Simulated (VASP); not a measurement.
# Which magnetic order does Dysprosium take?, part 3 of 3

Aim: compare collinear orders of Dysprosium. The start is a cell from a database of measured crystal structures.

VASP 6.6.1, plane waves and PAW; the level of theory is named at each step.

So far, largest spin moment in the PAW sphere (μB): step 2 (magnetic order, start order fm, signs ++++, PBE, from parallel moments) 4.67; step 3 (magnetic order, start order AFM 1, signs ++--, PBE, from moments of both signs) 4.58; step 4 (magnetic order, start order AFM 2, signs +--+, PBE, from moments of both signs) 4.58; step 5 (magnetic order, start order AFM 3, signs +-+-, PBE, from moments of both signs) 4.57.

### 7. No spin polarisation

This step: PBE, no spin polarisation; plane waves and PAW (Dy) (VASP 6.6.1).

A run without spin shows what magnetism as such gains.

File INCAR:

```
SYSTEM = Dy
PREC = Accurate
ENCUT = 410
EDIFF = 1E-06
NELM = 150
ISMEAR = 0
SIGMA = 0.1
LREAL = .FALSE.
ALGO = Normal
GGA = PE
NBANDS = 49
LASPH = .TRUE.
LORBIT = 11
LWAVE = .FALSE.
LCHARG = .FALSE.
AMIX = 0.2
BMIX = 1E-04
AMIX_MAG = 0.8
BMIX_MAG = 1E-04
```

File POSCAR:

```
Dy
1.0
    7.1806000000      0.0000000000      0.0000000000
   -1.7951500000      3.1092910072      0.0000000000
    0.0000000000      0.0000000000      5.6475000000
Dy
4
Direct
    0.3333333334      0.3333333333      0.7500000000
    0.8333333334      0.3333333333      0.7500000000
    0.1666666667      0.6666666667      0.2500000000
    0.6666666667      0.6666666667      0.2500000000
```

File KPOINTS:

```
Automatic mesh
0
Gamma
6 6 3
0 0 0
```

PAW data sets: Dy (PBE family, release 64).

Run with:

```
$ mpirun -np 1 vasp_std
```

Output:

```text
[... set-up lines as in an earlier step ...]
 entering main loop
       N       E                     dE             d eps       ncg     rms          rms(c)
DAV:   1     0.801313339474E+03    0.80131E+03   -0.19281E+04  4040   0.649E+03
DAV:   2     0.253023859198E+03   -0.54829E+03   -0.49588E+03  4776   0.894E+02
DAV:   3     0.301670027236E+02   -0.22286E+03   -0.21819E+03  4518   0.335E+02
DAV:   4    -0.524275682435E+01   -0.35410E+02   -0.33770E+02  5472   0.130E+02
[...]
DAV:   8    -0.167553636745E+02    0.34759E+00   -0.48005E+00  6085   0.449E+01    0.134E+01
DAV:   9    -0.190372846431E+02   -0.22819E+01   -0.76367E+00  6006   0.444E+01    0.134E+01
DAV:  10    -0.243707568801E+02   -0.53335E+01   -0.10656E+01  5943   0.576E+01    0.147E+01
[... 117 further cycles ...]
DAV: 128    -0.231387484125E+02    0.19067E+01   -0.86088E+00  5622   0.509E+01    0.147E+01
DAV: 129    -0.250242981409E+02   -0.18855E+01   -0.14975E+01  5688   0.562E+01    0.185E+01
DAV: 130    -0.231058023650E+02    0.19185E+01   -0.86987E+00  5524   0.513E+01    0.149E+01
DAV: 131    -0.249780318129E+02   -0.18722E+01   -0.14940E+01  5814   0.565E+01    0.164E+01
[...]
DAV: 135    -0.251076512201E+02   -0.18253E+01   -0.16034E+01  5639   0.570E+01    0.158E+01
DAV: 136    -0.233572871182E+02    0.17504E+01   -0.78997E+00  5555   0.512E+01    0.146E+01
DAV: 137    -0.250328680018E+02   -0.16756E+01   -0.15505E+01  5829   0.570E+01    0.134E+01
 hard stop encountered!  aborting job ...
 -----------------------------------------------------------------------------
|                                                                             |
|           W    W    AA    RRRRR   N    N  II  N    N   GGGG   !!!           |
|           W    W   A  A   R    R  NN   N  II  NN   N  G    G  !!!           |
|           W    W  A    A  R    R  N N  N  II  N N  N  G       !!!           |
|           W WW W  AAAAAA  RRRRR   N  N N  II  N  N N  G  GGG   !            |
|           WW  WW  A    A  R   R   N   NN  II  N   NN  G    G                |
|           W    W  A    A  R    R  N    N  II  N    N   GGGG   !!!           |
|                                                                             |
|     The electronic self-consistency was not achieved in the given           |
|     number of steps (NELM). The forces and other quantities evaluated       |
|     might not be reliable so examine the results carefully. If you find     |
|     spurious results, we suggest increasing NELM, if you were close to      |
|     convergence or switching to a different ALGO or adjusting the           |
|     density mixing parameters otherwise.                                    |
|                                                                             |
 -----------------------------------------------------------------------------

 soft stop encountered!  aborting job ...
   1 F= -.25032868E+02 E0= -.24833221E+02  d E =-.399295E+00
 deleting file STOPCAR
```

Run time: 15 min. Hardware: 1 MPI rank of Intel Xeon 6975P-C (Granite Rapids), shared host; peak memory 0.26 GiB.

The run was stopped at its time limit, so it gives no result of its own.

### 8. Summary

This step: collinear magnetic orders, PBE; plane waves and PAW (VASP 6.6.1).

No new run; the numbers come from the runs before.

Numbers from this step:

```
mean moment in the lowest run         : 4.572 μB
constant fitted for the nearest pairs : -8.953 meV
```

Orders, by row:

```
order  signs  energy above the lowest (meV/magnetic atom)  total moment (μB)  mean moment on carriers (μB)  gap on the mesh (eV)  signs at the end, of the atoms given a moment
   fm   ++++                                        77.39              19.59                         4.673                     0                                           ++++
afm 1   ++--                                         1.89                  0                         4.584                     0                                           ++--
afm 2   +--+                                         3.87                  0                          4.58                     0                                           +--+
afm 3   +-+-                                            0                  0                         4.572                     0                                           +-+-
```

E = E0 - sum over pairs, each once, of J e_i.e_j with unit vectors; J > 0 favours parallel moments; fitted to the orders that kept their signs. Exchange, by row:

```
 pair  distance, in the start or the relaxed cell (Å)  J (meV)
Dy-Dy                                             3.5   -8.953
Dy-Dy                                            3.59   -9.426
Dy-Dy                                            5.02    -3.63
```

### 9. Magnetic order, other settings

This step: PBE, spin-polarised, from parallel moments; plane waves and PAW (Dy) (VASP 6.6.1).

The run is repeated with some settings moved, to see what they change.

File INCAR:

```
SYSTEM = Dy
PREC = Normal
ENCUT = 410
EDIFF = 1E-05
NELM = 120
ISMEAR = 1
SIGMA = 0.3
LREAL = .FALSE.
ALGO = Fast
GGA = PE
NBANDS = 63
ISPIN = 2
MAGMOM = 5 5 5 5
LASPH = .TRUE.
LMAXMIX = 6
AMIX = 0.2
BMIX = 1E-04
AMIX_MAG = 0.8
BMIX_MAG = 1E-04
LORBIT = 11
LWAVE = .FALSE.
LCHARG = .FALSE.
```

POSCAR is that of step 7.

KPOINTS is that of step 7.

Run with:

```
$ mpirun -np 1 vasp_std
```

Output:

```text
[... set-up lines as in an earlier step ...]
 entering main loop
       N       E                     dE             d eps       ncg     rms          rms(c)
DAV:   1     0.810414383498E+03    0.81041E+03   -0.16920E+04 11858   0.512E+03
DAV:   2     0.228029161341E+03   -0.58239E+03   -0.48244E+03 12593   0.812E+02
DAV:   3     0.243609867217E+02   -0.20367E+03   -0.18949E+03 10040   0.255E+02
DAV:   4    -0.167242145829E+02   -0.41085E+02   -0.38512E+02 13730   0.110E+02
[...]
RMM:  38    -0.300116168235E+02    0.81149E-01   -0.36482E-01 15337   0.572E+00    0.228E+02
RMM:  39    -0.299308804529E+02    0.80736E-01   -0.39830E-01 15385   0.579E+00    0.241E+02
RMM:  40    -0.298558060019E+02    0.75074E-01   -0.50917E-01 15261   0.585E+00    0.251E+02
WARNING in EDDRMM: call to ZHEGV failed, returncode =   6  3     36
RMM:  41    -0.297753719933E+02    0.80434E-01   -0.47946E-01 15246   0.587E+00    0.261E+02
RMM:  42    -0.296952547607E+02    0.80117E-01   -0.54601E-01 15215   0.591E+00    0.270E+02
RMM:  43    -0.296104709123E+02    0.84784E-01   -0.54095E-01 14752   0.593E+00    0.280E+02
RMM:  44    -0.295335087498E+02    0.76962E-01   -0.61676E-01 14758   0.594E+00    0.267E+02
RMM:  45    -0.294658228045E+02    0.67686E-01   -0.63475E-01 14910   0.576E+00    0.272E+02
RMM:  46    -0.294145560489E+02    0.51267E-01   -0.82471E-01 14634   0.576E+00    0.272E+02
RMM:  47    -0.293536224091E+02    0.60934E-01   -0.69839E-01 14746   0.571E+00    0.275E+02
WARNING in EDDRMM: call to ZHEGV failed, returncode =   8  4     25
WARNING in EDDRMM: call to ZHEGV failed, returncode =   6  3     36
RMM:  48    -0.293003902351E+02    0.53232E-01   -0.82388E-01 14716   0.570E+00    0.275E+02
RMM:  49    -0.292408753614E+02    0.59515E-01   -0.73664E-01 14818   0.567E+00    0.276E+02
RMM:  50    -0.291825104634E+02    0.58365E-01   -0.72590E-01 14588   0.560E+00    0.277E+02
RMM:  51    -0.291400494895E+02    0.42461E-01   -0.75047E-01 15903   0.569E+00    0.273E+02
WARNING in EDDRMM: call to ZHEGV failed, returncode =   8  4     31
RMM:  52    -0.290770269478E+02    0.63023E-01   -0.72177E-01 14709   0.551E+00    0.274E+02
RMM:  53    -0.290195267497E+02    0.57500E-01   -0.80075E-01 14498   0.551E+00    0.273E+02
RMM:  54    -0.289654407514E+02    0.54086E-01   -0.77366E-01 14258   0.541E+00    0.268E+02
WARNING in EDDRMM: call to ZHEGV failed, returncode =   8  4     40
RMM:  55    -0.289251053663E+02    0.40335E-01   -0.85341E-01 14454   0.531E+00    0.254E+02
RMM:  56    -0.289208104307E+02    0.42949E-02   -0.70351E-01 16029   0.582E+00    0.258E+02
RMM:  57    -0.288658435677E+02    0.54967E-01   -0.78579E-01 15803   0.550E+00    0.251E+02
RMM:  58    -0.288228173870E+02    0.43026E-01   -0.74558E-01 15774   0.520E+00    0.247E+02
[...]
RMM:  85    -0.282997942883E+02    0.12709E-01   -0.13282E-01 16108   0.294E+00    0.117E+02
RMM:  86    -0.282338350952E+02    0.65959E-01    0.26640E-02 16098   0.412E+00    0.126E+02
RMM:  87    -0.281626104151E+02    0.71225E-01    0.14561E-01 15982   0.315E+00    0.139E+02
 hard stop encountered!  aborting job ...
 [... a notice as in an earlier step ...]

 soft stop encountered!  aborting job ...
   1 F= -.28162610E+02 E0= -.28202544E+02  d E =0.119800E+00  mag=    13.4968
 deleting file STOPCAR
```

Elapsed: 15 min, on 1 MPI rank; peak memory 0.33 GiB.

The run was stopped at its time limit, so it gives no result of its own.

### 10. Summary of results

| Quantity | Value |
| --- | --- |
| mean moment in the lowest run | 4.57 μB |
| constant fitted for the nearest pairs | -8.95 meV |

The 4f electrons of Dy run in the valence without U or exact exchange, which tends to pin them at the Fermi level with wrong fillings; moments, orders and energies that hang on them are not reliable. In 2 of the runs the charge density had not settled when EDIFF was met, so their numbers are doubtful. The lowest run started as afm 3 and holds 4.57 μB on average over the atoms that were given a moment; the next state, from afm 1, lies 1.9 meV a magnetic atom higher. It ends with the signs +-+- and a net moment of 0.00 μB a cell: opposed moments that cancel. The fit has as many unknowns as energies, so it is exact by construction; shells that turn over together are lumped into one constant, and others are left out. On this k mesh the moments and energy differences of a metal are not converged, and no denser mesh was tried, so the order found is tentative. No other collinear orders were tried, and their comparison leaves spin-orbit coupling out.

[Lines on the potential files, build, host, timing and source positions are cut from VASP's logs without a mark.]

[Logs are printed without paths, hosts, clocks, repeated set-up lines and the standing remarks that a program may print on its own settings, such as how far it seeks lower states.]

[Hosts, paths, dates, database ids (printed as entryN), source tags and the programs' standing remarks are cut or masked in the printed files.]

[In band tables of VASP the shares of atoms and orbitals are scaled to a sum of 1 inside the atoms' spheres.]

[Runs that stopped without an error message from VASP are left out.]
